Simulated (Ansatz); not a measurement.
Born–Oppenheimer molecular dynamics of a periodic cell of 38 atoms, Zr10HN8 (host Zr10HN8, host structure P-1). It goes on from the last frame of an earlier run, with new velocities.

These are results of Ansatz, DFT PBEsol, scalar-relativistic, plane waves, PAW, not measurements. Settings: accuracy low, cutoff 420 eV, k mesh 1x1x1, fermi-dirac smearing 0.05 eV, no spin polarisation.

```yaml
ensemble: NVT, Langevin thermostat
time_step: 0.5 fs
steps_asked: 400
set_temperature: 2400 K
friction: 0.005 /fs
seed: 971651
```

Frames 10 fs apart, positions in Å, forces in eV/Å.

Velocities at 50 fs (Å/ps):

```
Zr -1.27 -6.83 -0.75
Zr -3.06 0.68 0.20
Zr 3.63 3.51 -8.06
Zr -4.02 -0.01 -3.89
Zr -1.21 1.84 -0.40
Zr 3.26 3.57 1.54
Zr 1.42 4.16 0.12
Zr -3.30 2.11 0.31
Zr 4.66 -0.23 -0.91
Zr 3.79 0.80 3.56
H -74.80 -36.13 2.53
N 9.94 -12.45 -2.97
N 14.90 -6.83 8.44
N 6.72 0.55 -13.49
N 13.47 3.66 -7.07
N -14.87 -10.14 37.97
N -1.64 -16.06 -12.30
N 9.53 -6.36 8.46
N 0.30 -14.08 12.42
Zr 1.11 -4.34 -1.05
Zr 4.18 1.99 -3.02
Zr 1.24 -5.44 5.87
Zr -1.36 5.57 -0.19
Zr -2.53 -3.18 0.62
Zr -3.70 1.03 2.02
Zr 0.40 4.57 13.50
Zr -3.93 0.23 8.22
Zr 4.44 -7.60 -4.74
Zr -4.84 -1.45 8.81
H -46.18 -18.54 33.16
N -0.51 4.35 12.63
N -2.12 -3.57 8.86
N 9.85 12.59 20.40
N -8.69 4.79 8.19
N -13.79 1.37 -4.64
N 7.41 5.46 14.44
N 2.42 -5.97 2.54
N -6.47 16.63 5.19
```

```xyz
38
Lattice="-6.6978 -5.6347 0.0000 4.7397 -5.6347 0.0000 2.7740 2.3410 7.9673" Properties=species:S:1:pos:R:3:forces:R:3 time_fs=50 energy_less_start_eV=3.545 T=1906
Zr 5.460 -1.955 7.575 -0.57 -0.77 -0.53
Zr 0.985 -4.768 6.477 -2.67 -3.51 5.22
Zr -0.095 -3.782 1.467 -0.31 -0.45 -0.77
Zr -4.782 -7.041 0.706 -1.61 1.52 -0.71
Zr 2.890 -3.730 2.851 -2.37 2.54 -0.34
Zr -2.032 -6.638 2.101 -0.27 2.90 0.57
Zr -0.870 -8.695 4.259 -1.43 1.21 1.97
Zr 1.894 -0.497 3.732 -0.27 0.03 -2.73
Zr 2.807 -2.643 5.912 2.78 2.61 2.92
Zr -1.867 -5.357 5.501 -0.48 0.13 -1.43
H 3.634 -1.762 3.951 0.33 -0.30 -0.06
N -0.800 -3.600 6.115 -1.15 0.67 2.32
N 3.580 -0.831 7.399 1.86 1.09 0.44
N 1.729 -5.313 1.740 -0.93 0.82 -0.48
N -2.794 -7.606 0.607 -0.34 -3.80 -0.30
N 4.732 -4.562 3.258 1.72 -1.89 -0.37
N 0.754 -2.170 2.494 1.48 0.92 -1.62
N -4.111 -4.487 4.820 2.69 1.85 -0.01
N -0.164 -6.579 5.971 0.62 -1.04 -1.71
Zr -0.438 -1.917 7.711 3.34 -1.72 -0.41
Zr 2.012 0.538 6.652 -0.95 0.43 2.79
Zr -1.275 -9.563 0.966 1.34 0.31 1.91
Zr 0.846 -7.135 0.491 0.42 2.60 0.31
Zr -3.033 -3.424 2.904 -0.03 -1.22 -0.53
Zr 3.610 -6.373 2.059 1.21 0.00 -0.11
Zr 0.233 -2.785 4.396 -0.87 -1.16 0.77
Zr 0.799 -5.979 3.654 0.56 0.48 0.10
Zr -2.775 -2.414 5.909 -0.57 0.18 0.87
Zr 4.054 -5.487 5.208 -2.15 0.41 0.72
H -1.851 -1.273 3.819 -0.29 -0.20 0.68
N 4.774 -3.775 6.590 0.45 -0.62 -0.59
N 2.728 -6.370 7.150 -0.48 1.10 0.00
N -3.831 -5.104 1.661 -0.35 -0.23 0.49
N -2.223 -2.461 1.124 1.13 -2.28 -1.27
N -0.870 -4.353 3.454 -0.52 -1.68 -0.88
N -0.183 -7.594 2.521 1.10 -1.10 -0.52
N 2.078 -4.327 4.952 0.43 -0.12 -5.03
N 1.264 -1.264 6.009 -2.82 0.30 -1.70
38
Lattice="-6.6978 -5.6347 0.0000 4.7397 -5.6347 0.0000 2.7740 2.3410 7.9673" Properties=species:S:1:pos:R:3:forces:R:3 time_fs=60 energy_less_start_eV=3.051 T=1921
Zr 5.454 -2.020 7.568 1.17 -1.19 0.49
Zr 0.962 -4.792 6.510 -0.67 -3.68 3.64
Zr -0.039 -3.744 1.370 -1.05 -1.85 0.29
Zr -4.830 -7.038 0.655 0.66 1.52 0.28
Zr 2.862 -3.718 2.844 -1.53 1.75 -0.29
Zr -2.003 -6.597 2.123 -0.65 1.15 -0.49
Zr -0.864 -8.641 4.260 -1.47 -0.06 2.76
Zr 1.865 -0.476 3.735 0.03 0.57 -1.96
Zr 2.868 -2.642 5.916 0.86 2.21 1.81
Zr -1.831 -5.357 5.524 -0.68 -1.12 -1.84
H 3.217 -2.089 3.907 0.63 0.46 0.36
N -0.748 -3.671 6.163 -1.73 1.80 2.00
N 3.785 -0.894 7.482 -0.90 2.29 -1.26
N 1.782 -5.276 1.599 -1.19 0.54 0.76
N -2.674 -7.667 0.524 -1.09 -1.93 1.69
N 4.651 -4.708 3.602 2.08 -0.29 -2.47
N 0.830 -2.246 2.367 1.04 1.37 1.03
N -3.928 -4.490 4.921 1.22 1.91 -1.82
N -0.134 -6.750 6.023 0.58 0.21 -2.62
Zr -0.412 -1.966 7.698 2.27 -0.11 -0.23
Zr 2.047 0.548 6.650 -1.19 0.20 3.48
Zr -1.254 -9.610 1.042 1.16 0.48 1.39
Zr 0.823 -7.064 0.490 1.01 1.48 1.05
Zr -3.054 -3.457 2.904 0.92 0.12 0.27
Zr 3.587 -6.375 2.098 1.14 -0.46 -0.14
Zr 0.232 -2.761 4.526 -0.55 -1.43 -1.58
Zr 0.770 -5.977 3.739 0.75 1.07 -0.76
Zr -2.740 -2.488 5.881 -1.29 0.25 2.35
Zr 3.995 -5.490 5.306 -1.75 -0.59 1.54
H -2.220 -1.514 4.191 0.57 -0.01 -0.40
N 4.785 -3.813 6.664 0.17 -0.73 -1.20
N 2.677 -6.393 7.241 0.44 0.36 0.08
N -3.779 -5.008 1.866 -0.99 -2.44 -1.71
N -2.259 -2.486 1.129 0.96 -1.65 -1.21
N -1.010 -4.390 3.385 0.71 -0.65 0.05
N -0.072 -7.546 2.659 0.13 -1.01 -1.59
N 2.088 -4.368 4.854 -0.80 0.65 -2.29
N 1.131 -1.153 5.996 -0.99 -1.18 -1.46
38
Lattice="-6.6978 -5.6347 0.0000 4.7397 -5.6347 0.0000 2.7740 2.3410 7.9673" Properties=species:S:1:pos:R:3:forces:R:3 time_fs=70 energy_less_start_eV=1.969 T=2274
Zr 5.461 -2.082 7.554 2.51 -0.86 0.24
Zr 0.942 -4.856 6.569 0.06 -2.94 2.14
Zr 0.012 -3.731 1.295 -1.32 -1.61 0.60
Zr -4.877 -7.033 0.600 2.20 1.67 0.60
Zr 2.798 -3.687 2.831 0.44 1.64 -0.30
Zr -1.989 -6.532 2.137 -0.32 0.08 -0.77
Zr -0.865 -8.586 4.288 -1.48 -0.58 3.01
Zr 1.853 -0.451 3.727 0.20 0.23 -0.90
Zr 2.929 -2.622 5.920 -0.54 1.58 1.56
Zr -1.794 -5.375 5.499 -0.19 -1.39 -1.39
H 3.267 -2.069 4.051 0.51 0.21 -0.21
N -0.800 -3.636 6.349 -1.15 0.08 0.68
N 3.963 -0.811 7.452 -2.59 1.81 -1.83
N 1.776 -5.173 1.512 -0.88 -0.44 1.39
N -2.634 -7.871 0.568 -1.41 -0.73 1.84
N 4.685 -4.876 3.790 1.98 1.45 -4.71
N 0.942 -2.223 2.326 0.25 0.91 1.80
N -3.684 -4.380 4.889 -1.87 0.66 -0.62
N -0.055 -6.948 5.924 0.23 0.84 -2.42
Zr -0.372 -2.014 7.678 1.61 1.44 0.62
Zr 2.080 0.557 6.679 -1.82 -0.77 1.06
Zr -1.221 -9.641 1.138 1.15 0.84 0.82
Zr 0.803 -6.990 0.503 1.62 0.21 1.12
Zr -3.063 -3.485 2.911 2.17 0.41 -0.57
Zr 3.584 -6.385 2.139 1.20 -0.80 -0.60
Zr 0.225 -2.765 4.629 -0.36 -1.58 -2.15
Zr 0.756 -5.959 3.829 0.05 0.41 -1.51
Zr -2.719 -2.546 5.876 -1.80 1.28 2.69
Zr 3.925 -5.499 5.425 -1.72 -0.69 1.74
H -2.095 -1.786 4.032 0.22 0.34 -0.06
N 4.800 -3.908 6.623 0.58 0.39 -0.31
N 2.662 -6.312 7.331 0.86 -0.65 0.10
N -3.834 -5.041 1.943 -0.97 -2.40 -2.51
N -2.197 -2.615 1.036 -0.01 -0.12 -0.82
N -1.095 -4.431 3.336 1.88 -0.75 0.45
N 0.083 -7.609 2.718 -0.55 -0.25 -2.21
N 2.050 -4.373 4.648 -1.76 0.78 1.59
N 0.936 -1.112 5.857 1.00 -0.70 -0.17
38
Lattice="-6.6978 -5.6347 0.0000 4.7397 -5.6347 0.0000 2.7740 2.3410 7.9673" Properties=species:S:1:pos:R:3:forces:R:3 time_fs=80 energy_less_start_eV=1.167 T=2325
Zr 5.479 -2.138 7.543 1.77 1.30 -0.10
Zr 0.929 -4.939 6.631 -0.26 -2.33 2.37
Zr 0.042 -3.742 1.244 -1.23 0.01 0.61
Zr -4.886 -6.999 0.558 2.68 0.97 1.18
Zr 2.752 -3.643 2.813 1.11 1.11 -0.64
Zr -1.969 -6.471 2.142 -0.04 -0.65 -0.55
Zr -0.884 -8.519 4.343 -1.21 -1.28 1.82
Zr 1.860 -0.426 3.722 0.20 0.05 -0.45
Zr 2.980 -2.573 5.921 -0.92 1.02 1.53
Zr -1.747 -5.396 5.459 -0.49 -1.02 -1.51
H 3.797 -1.715 4.082 0.40 -0.08 -0.16
N -1.001 -3.670 6.596 0.73 -1.52 -1.40
N 3.996 -0.608 7.263 -1.89 -1.46 -0.31
N 1.688 -5.111 1.490 0.78 -0.69 1.39
N -2.732 -8.103 0.740 -1.52 -0.06 0.50
N 4.798 -4.959 3.735 -0.11 1.37 -3.00
N 1.070 -2.160 2.413 -0.76 0.04 0.97
N -3.539 -4.215 4.768 -2.99 -1.39 1.41
N 0.023 -7.104 5.705 -0.55 1.69 0.09
Zr -0.318 -2.046 7.650 1.47 2.54 1.72
Zr 2.090 0.537 6.712 -2.15 -0.88 -0.45
Zr -1.162 -9.669 1.240 0.74 1.42 0.69
Zr 0.782 -6.926 0.526 1.57 -0.38 0.89
Zr -3.063 -3.499 2.918 2.76 -0.46 -2.63
Zr 3.600 -6.407 2.154 1.41 -0.69 -1.24
Zr 0.195 -2.776 4.698 -0.61 -1.93 -2.94
Zr 0.749 -5.931 3.912 -0.61 -0.36 -3.05
Zr -2.725 -2.577 5.893 -1.58 1.97 2.25
Zr 3.838 -5.513 5.562 -0.89 0.40 -2.04
H -1.651 -1.777 3.719 -0.49 -0.61 0.98
N 4.845 -4.030 6.577 0.41 2.05 0.48
N 2.688 -6.240 7.405 0.43 -1.15 -0.23
N -3.949 -5.177 1.828 0.25 0.22 -0.95
N -2.139 -2.741 0.894 0.36 0.77 0.00
N -1.069 -4.541 3.310 1.62 -0.79 -0.13
N 0.188 -7.679 2.636 -1.78 0.38 -1.55
N 1.953 -4.369 4.549 -0.59 1.37 2.99
N 0.817 -1.067 5.701 1.98 -0.94 1.47
38
Lattice="-6.6978 -5.6347 0.0000 4.7397 -5.6347 0.0000 2.7740 2.3410 7.9673" Properties=species:S:1:pos:R:3:forces:R:3 time_fs=90 energy_less_start_eV=2.118 T=2155
Zr 5.522 -2.167 7.529 1.05 1.91 0.41
Zr 0.899 -5.037 6.707 -0.13 -1.28 2.25
Zr 0.071 -3.751 1.196 -1.36 0.50 0.60
Zr -4.858 -6.961 0.525 1.68 -1.29 1.66
Zr 2.726 -3.587 2.813 1.20 0.05 -0.27
Zr -1.963 -6.437 2.139 0.62 -1.09 -0.21
Zr -0.913 -8.482 4.402 -1.00 -3.21 -0.66
Zr 1.856 -0.405 3.717 -0.02 0.85 -0.57
Zr 3.016 -2.510 5.969 -1.23 0.05 0.92
Zr -1.708 -5.433 5.423 -1.06 -0.69 -2.03
H 4.403 -1.498 4.066 -0.81 0.59 -0.09
N -1.166 -3.797 6.784 2.44 0.23 -2.67
N 3.921 -0.480 7.061 -0.52 -3.00 2.54
N 1.675 -5.090 1.511 1.63 -0.83 1.06
N -2.913 -8.337 0.961 -0.79 0.49 -0.92
N 4.819 -4.955 3.470 -0.32 1.28 -1.02
N 1.197 -2.076 2.549 -1.72 -0.72 0.23
N -3.612 -4.096 4.727 -2.02 -2.53 1.59
N 0.129 -7.178 5.484 -0.60 2.97 3.11
Zr -0.268 -2.054 7.633 0.99 2.02 1.59
Zr 2.091 0.512 6.722 -2.98 -0.63 -1.20
Zr -1.096 -9.698 1.348 0.16 1.95 0.05
Zr 0.771 -6.870 0.559 1.42 -0.61 0.05
Zr -3.037 -3.514 2.907 2.69 -0.30 -2.93
Zr 3.632 -6.429 2.161 0.69 -1.32 -0.13
Zr 0.166 -2.806 4.747 0.24 -2.16 -2.22
Zr 0.750 -5.896 3.970 0.69 -0.57 -4.85
Zr -2.742 -2.596 5.928 -0.72 1.58 1.69
Zr 3.734 -5.518 5.678 0.78 0.95 -3.52
H -1.468 -2.070 4.193 -1.77 0.52 -0.52
N 4.957 -4.029 6.537 -0.91 2.35 0.23
N 2.733 -6.285 7.448 -0.20 -1.17 -0.33
N -4.026 -5.253 1.629 0.91 1.12 0.99
N -2.090 -2.761 0.773 0.97 0.89 0.69
N -0.902 -4.755 3.251 -0.40 0.74 -0.20
N 0.225 -7.727 2.436 -2.12 -0.15 0.70
N 1.852 -4.286 4.652 0.80 0.78 2.47
N 0.821 -1.078 5.640 1.69 -0.23 1.54
38
Lattice="-6.6978 -5.6347 0.0000 4.7397 -5.6347 0.0000 2.7740 2.3410 7.9673" Properties=species:S:1:pos:R:3:forces:R:3 time_fs=100 energy_less_start_eV=2.539 T=1910
Zr 5.562 -2.177 7.532 0.57 1.98 0.44
Zr 0.866 -5.155 6.790 -0.33 -0.33 1.71
Zr 0.090 -3.755 1.165 -0.91 -0.24 0.98
Zr -4.831 -6.949 0.527 0.67 -2.25 1.91
Zr 2.732 -3.530 2.813 0.32 -0.83 1.64
Zr -1.968 -6.427 2.147 0.93 -0.70 -0.21
Zr -0.938 -8.488 4.439 -0.93 -1.93 -0.59
Zr 1.841 -0.381 3.700 0.11 1.19 -0.14
Zr 3.030 -2.460 6.021 -1.15 -0.83 0.24
Zr -1.682 -5.482 5.389 -1.36 0.00 -1.12
H 4.334 -1.167 4.199 -0.84 -1.08 -0.78
N -1.167 -3.929 6.808 2.96 1.98 -3.01
N 3.796 -0.522 6.959 1.18 -2.34 3.60
N 1.774 -5.086 1.568 0.70 -1.10 0.57
N -3.144 -8.542 1.143 1.30 1.92 -3.23
N 4.807 -4.890 3.166 -0.41 0.62 1.79
N 1.201 -2.011 2.651 -1.91 -1.87 -0.54
N -3.845 -4.145 4.795 0.00 -1.27 0.17
N 0.213 -7.104 5.450 -1.66 1.51 3.29
Zr -0.224 -2.029 7.630 0.56 1.08 1.10
Zr 2.073 0.507 6.718 -3.46 0.10 -0.95
Zr -1.014 -9.715 1.439 -0.43 3.00 -1.97
Zr 0.788 -6.829 0.575 1.02 -0.85 -0.20
Zr -2.990 -3.518 2.873 1.11 -0.06 -0.88
Zr 3.679 -6.476 2.162 0.08 -1.01 -0.60
Zr 0.131 -2.854 4.776 -0.81 -0.37 -2.22
Zr 0.745 -5.867 3.976 4.08 -1.31 -4.32
Zr -2.749 -2.611 5.970 -1.67 0.18 1.47
Zr 3.637 -5.521 5.751 1.88 1.23 -2.96
H -2.143 -2.260 4.228 0.93 0.21 -0.72
N 4.989 -3.921 6.504 -1.65 1.02 -0.17
N 2.723 -6.415 7.468 0.07 -0.20 -0.48
N -4.031 -5.258 1.509 1.52 0.34 1.82
N -1.958 -2.690 0.645 0.36 0.41 1.24
N -0.750 -4.908 3.185 -2.88 2.94 -0.30
N 0.148 -7.811 2.302 -1.17 -0.43 1.70
N 1.795 -4.190 4.906 0.62 -0.59 1.01
N 0.910 -1.108 5.644 0.59 -0.14 0.70
```

Of the whole run (200 fs, mean temperature of the second half 2181 K): A run of 0.2 ps of so small a system gives no equilibrium averages. Limits of this set-up: coarse k mesh, low accuracy level.

Run time: 23 min on 2 threads of Arm Neoverse V1, on a shared host, peak memory 0.66 GiB.
